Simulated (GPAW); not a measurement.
The system is SnTe.

```xyz
2
Lattice="0.0000 3.1509 3.1509 3.1509 0.0000 3.1509 3.1509 3.1509 0.0000" Properties=species:S:1:pos:R:3 pbc="T T T"
Te    3.1509    3.1509    3.1509
Sn    0.0000    0.0000    0.0000
```

- Program: GPAW 26.7.0
- Task: relaxation of cell and atoms
- Functional: revPBE
- Potentials or basis: the program's PAW data sets (release 1.2.1) made for this functional
- Cutoff: 600 eV
- Basis: pw
- k mesh: 7 × 7 × 7
- Occupations: fermi-dirac, width 0.05 eV
- Spin: no spin polarisation

At the start: pressure 3.0 GPa; volume 31.28 Å³/atom.

Q: Where does the relaxation end?

A: Over 11 steps the energy falls by 19.7 meV/atom and the volume is 33.54 Å³/atom (+7.2 %); space group Fm-3m (No. 225, to 0.05 Å).

The path:
```
step  energy change (eV)  largest force (eV/Å)  pressure (GPa)  volume (Å³)
   1              0.0000                0.0000            2.98        62.56
   2             -0.0095                0.0000            2.55        63.11
   3             -0.0236                0.0000            1.79        64.15
   4             -0.0353                0.0000            0.86        65.55
   5             -0.0393                0.0000           -0.08        67.17
   6             -0.0393                0.0000           -0.08        67.16
   7             -0.0393                0.0000           -0.08        67.15
   8             -0.0393                0.0000           -0.07        67.14
   9             -0.0393                0.0000           -0.06        67.12
  10             -0.0393                0.0000           -0.05        67.10
  11             -0.0393                0.0000           -0.04        67.08
```

Final structure:
```
Te Sn
1.0
     0.00000    3.22494    3.22494
     3.22494    0.00000    3.22494
     3.22494    3.22494    0.00000
Te Sn
1 1
Direct
  0.50000 0.50000 0.50000
  0.00000 0.00000 0.00000
```

Caveat: later steps reuse the first step's grids.
